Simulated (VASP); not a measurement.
# Pb, self-consistent run: which settings are enough?

Pb, Im-3m (no. 229), 1 atom in the cell. AM05; PAW potentials Pb_d (PBE set). VASP 6.6.1.

Wanted: energy within 0.2 meV/atom; Fermi level within 0.005 eV.

What the run is for: comparing ways to start; Accuracy asked: tight.

POSCAR:
```
Pb
1.0
   -1.9796595667      1.9796595667      1.9796595667
    1.9796595667     -1.9796595667      1.9796595667
    1.9796595667      1.9796595667     -1.9796595667
Pb
1
Direct
    0.0000000000      0.0000000000      0.0000000000
```

## How the run starts (with a second run first, the time holds both)

| How the run starts (with a second run first, the time holds both) | Energy less reference (meV/atom) | Fermi level (eV) | Time (s) |
|---|---|---|---|
| from scratch: 10 SCF iterations | 0.00 | 6.8545 | 8.3 |
| density of a coarse mesh (ICHARG 1): 9 + 9 SCF iterations | 0.00 | 6.8546 | 11 |
| orbitals of a lower cutoff (ISTART 1): 9 + 6 SCF iterations | 0.00 | 6.8545 | 12 |
| orbitals of a loose run: 8 + 3 SCF iterations | 0.00 | 6.8546 | 9.7 |

Chosen: from scratch: 10 SCF iterations; no other choice that stays within half of the tolerance saves 30 % of the time.

The chosen settings are those of the reference run.

## The input

INCAR:
```
SYSTEM = Pb
GGA = AM
ISMEAR = 1
SIGMA = 0.1
LWAVE = .FALSE.
LCHARG = .FALSE.
ISIF = 2
PREC = Accurate
LASPH = .TRUE.
LREAL = .FALSE.
ALGO = Normal
EDIFF = 1E-6
NELM = 120
GGA_COMPAT = .FALSE.
ENCUT = 400
```

KPOINTS:
```
k-points
0
Gamma
  12 12 12
```

Commands:
```
cat potpaw_PBE.64/Pb_d/POTCAR > POTCAR
mpirun -np 1 vasp_std > vasp.out
```

The chosen input took VASP 6.6.1 8.3 s on 1 core (Intel Xeon Platinum 8259CL @ 2.50GHz (Skylake/Cascade Lake)), a shared host.

## An input that fails: restart asked without its files

VASP's message: ERROR: charge density could not be read from file CHGCAR for ICHARG>10.

Changes against the starting input:
```
- NELM = 120
+ NELM = 60
+ ICHARG = 11
```
